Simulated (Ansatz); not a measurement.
Rh under changes of volume

One of the cells (14.302 Å³/atom); the others are scaled copies at fixed shape and fractional positions:

```
Rh
1.0
     2.73098    0.00000    0.00000
    -1.36549    2.36510    0.00000
     0.00000    0.00000    4.42849
Rh
2
Direct
  0.33333 0.66667 0.25000
  0.66667 0.33333 0.75000
```

This isn't the form of Rh at room conditions, which is fcc.

| Item | Value |
| --- | --- |
| Program | Ansatz 0.2.0 |
| Functional | LDA |
| Potentials or basis | Ansatz PAW |
| Cutoff | 420 eV (not typed: the program's choice for these potentials) |
| k mesh | 11 × 11 × 6 |
| Occupations | fermi-dirac, width 0.05 eV |
| Spin | no spin polarisation |

```tsv
volume (Å³/atom)	energy over the lowest point (meV/atom)	pressure (GPa)
13.444	0.00	-3.9
13.730	?	?
14.016	34.86	-14.9
14.302	65.81	-19.4
14.588	104.27	-23.3
14.874	149.31	-26.7
15.160	200.04	-29.7
```

Task: What does the run at 13.730 Å³/atom give?

Result: Energy over the lowest point 12.51 meV/atom; pressure -9.7 GPa.

Worked out: A Birch-Murnaghan fit of order 3 (a polynomial in V^(-2/3)) to the other rows has its minimum at 13.27 Å³/atom, just outside them, with B0 = V·E''(V) = 317 GPa and B' = 5.2 at fixed shape and positions, which overstates the stiffness. It gives 12.51 meV/atom at 13.730 Å³/atom, against the run's 12.51, and -dE/dV = -9.9 GPa, against -9.7.

Energies are extrapolated to zero smearing.

Caveats: the PAW data sets come from PBE, with cores solved anew for the run's functional, which leaves a small shift of forces and pressure.
